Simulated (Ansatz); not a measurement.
(001) slab cut from the bulk of Ti, 15 Å of vacuum:

```
Ti
1.0
     2.90044    0.00000    0.00000
    -1.45022    2.51185    0.00000
     0.00000    0.00000   28.77297
Ti
7
Direct
  0.66667 0.33333 0.26066
  0.33333 0.66667 0.34044
  0.66667 0.33333 0.42022
  0.33333 0.66667 0.50000
  0.66667 0.33333 0.57978
  0.33333 0.66667 0.65956
  0.66667 0.33333 0.73934
```

The calculation used DFT PBEsol, scalar-relativistic, plane waves, PAW (Ansatz 0.2.0). Settings: cutoff 420 eV, Γ-centred mesh 12×12×1 on the computed 7-atom cell, Gaussian smearing of 0.10 eV; no spin polarisation. A dipole correction removes the field between periodic images along c.

This base run converges in 9 iterations with a largest force of 0.660 eV/Å and a work function of 4.60 eV on the top face.

One setting at a time is then changed, some of them on purpose to poor values; changes count from the base run, energies are extrapolated to zero smearing, γ keeps the base's bulk energy, atoms stay where they are, and risky runs are capped at 50 to 100 iterations.

(1) What does each change do? k mesh 6×6×1; the slab thickened to 9 atoms (same faces, atoms at the bulk's places); mixing β = 0.9; occupations gaussian 0.01 eV; vacuum of 3 Å; the slab thinned to 5 atoms (same faces, atoms at the bulk's places); field of -0.3 V/Å along c; field of 0.1 V/Å along c; occupations gaussian 1.5 eV.

The smearing is narrow for a metal on this mesh. In some of the runs (vacuum 3) charge leaks into the vacuum, so their work functions can be off.

Results:

(1)
```
                                                                change outcome SCF iterations  ΔE (meV/atom)  Δγ (J/m²)  Δφ top (eV) largest force (eV/Å) largest change of a force (eV/Å)
                                                          k mesh 6×6×1                converged               9           +8.3     +0.064        +0.03                 0.598                             0.083
the slab thickened to 9 atoms (same faces, atoms at the bulk's places) converged               9          -65.6     +0.004        +0.01                 0.657
                                                        mixing β = 0.9                converged               8            0.0      0.000         0.00                 0.660                             0.000
                                          occupations gaussian 0.01 eV                converged              11           +0.5     +0.004        -0.01                 0.688                             0.029
                                                         vacuum of 3 Å  converged with warnings              14         -226.5     -1.743                              0.428                             0.986
  the slab thinned to 5 atoms (same faces, atoms at the bulk's places) converged               9         +119.5     +0.004        +0.02                 0.696
                                             field of -0.3 V/Å along c converged with warnings              18           -4.8                                         0.664                             0.006
                                              field of 0.1 V/Å along c converged with warnings              14           -0.5                                         0.662                             0.002
                                           occupations gaussian 1.5 eV                converged               8          -24.3     -0.187        -0.11                 0.256                             0.815
```

Cost: 10 runs of about 6.4 core-minutes in all, on Arm Neoverse V1 (shared hosts).